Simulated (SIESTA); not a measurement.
In:

```
In
1.0
     3.33548    0.00000    0.00000
    -1.66774    2.88861    0.00000
     0.00000    0.00000    5.50914
In
2
Direct
  0.66667 0.33333 0.75000
  0.33333 0.66667 0.25000
```

This isn't the form of In at room conditions, which is tetragonal.

| Property | Result |
| --- | --- |
| Program | SIESTA 5.4.2 |
| Task | relaxation of cell and atoms |
| Functional | PBE |
| Potentials or basis | PseudoDojo 0.4 standard (PBE files) |
| Basis | DZP (energy shift 0.003 Ry; two zetas on semicore shells) |
| Grid cutoff | 500 Ry |
| Energy shift | 0.003 Ry |
| k mesh | 9 × 9 × 5 |
| Occupations | fermi-dirac, width 0.05 eV |
| Spin | no spin polarisation |

At the start: pressure 1.8 GPa; volume 26.54 Å³/atom.

How do energy, volume and symmetry change on relaxing?

Over 15 steps the energy falls by 21.1 meV/atom and the volume is 27.87 Å³/atom (+5.0 %); space group P6_3/mmc (No. 194, to 0.05 Å).

The path:
```
step  energy change (eV)  largest force (eV/Å)  pressure (GPa)  volume (Å³)
   1              0.0000                0.0000            1.83        53.08
   2             -0.0033                0.0000            1.56        53.43
   3             -0.0116                0.0000            0.08        55.60
   4             -0.0117                0.0001           -0.01        55.79
   5             -0.0132                0.0003           -0.51        56.67
   6             -0.0165                0.0002           -0.67        56.97
   7              0.0165                0.0002           -2.29        60.64
   8             -0.0241                0.0004           -1.11        57.58
   9             -0.0259                0.0002           -1.24        57.75
  10             -0.0279                0.0004           -1.27        57.78
  11             -0.0346                0.0003           -1.15        57.56
  12             -0.0387                0.0002           -0.80        57.02
  13             -0.0424                0.0006           -0.15        55.98
  14             -0.0423                0.0006            0.03        55.70
  15             -0.0423                0.0005            0.00        55.74
```

Final structure:
```
CELL_PARAMETERS angstrom
3.30196 -0.00259 0.00000
-1.65322 2.85828 0.00000
0.00000 0.00000 5.90841
ATOMIC_POSITIONS crystal
In 0.66654 0.33346 0.75000
In 0.33346 0.66654 0.25000
```

Caveat: the basis of atomic orbitals isn't converged, which shifts pressures, moduli and gaps.
